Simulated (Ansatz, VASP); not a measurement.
# Rh: VASP beside Ansatz

File INCAR:

```
PREC = Accurate ; ENCUT = 520
EDIFF = 1E-6 ; ISMEAR = 1
SIGMA = 0.6 ; LREAL = False
LASPH = True ; NELM = 80
ALGO = Normal ; ISIF = 2
LWAVE = False ; LCHARG = True
GGA = CA ; LELF = True
LVHAR = True ; NBANDS = 14
```

KPOINTS

```
regular mesh
0
Gamma
  14 14 14
```

The input POSCAR:

```
Rh
1.0
    0.0000000000      1.8776226225      1.8776226225
    1.8776226225      0.0000000000      1.8776226225
    1.8776226225      1.8776226225      0.0000000000
Rh
1
Direct
    0.0000000000      0.0000000000      0.0000000000
```

Input for Ansatz:

```yaml
crystal:
  lattice:
    - [0.0, 1.8776226225, 1.8776226225]
    - [1.8776226225, 0.0, 1.8776226225]
    - [1.8776226225, 1.8776226225, 0.0]
  atoms:
    - { symbol: Rh, position: [0.0, 0.0, 0.0] }
hamiltonian:
  xc: lda
  pseudopotentials:
    kind: paw
    azcp:
      Rh: "pseudopotentials/Rh.paw.azcp"
basis:
  ecutwfc: 420
  fft_grid_basis: typed
kpoints:
  mp_grid: { grid: [14, 14, 14], shift: [0, 0, 0] }
magnetization:
  spin_polarized: false
scf:
  occupations: { method: methfessel_paxton, width: 0.6 }
  lower_state_search: "off"
output:
  stress: true
  write_density: true
  write_potential: true
  elf: true
  volumetric_format: npy
```

Alike in both runs: task single point; functional LDA; k mesh 14 × 14 × 14; occupations methfessel-paxton of order 1, width 0.6 eV; no spin polarisation.

```csv
,VASP,Ansatz
version,VASP 6.6.1,Ansatz 0.2.0
potentials or method,"VASP PAW LDA potentials, release 64 (Rh_pv)","plane waves (420 eV) with PAW, scalar-relativistic"
plane-wave cutoff (eV),520,420
valence electrons in the cell,15,17
```

VASP gave:

| Property | Result |
| --- | --- |
| pressure (GPa) | 0.6 |

Question: What did Ansatz give for the same quantities?

Answer: Pressure (GPa): -0.3.

The two sets of potentials don't hold the same shells in valence. Ansatz warned: «pseudo_functional_mismatch».
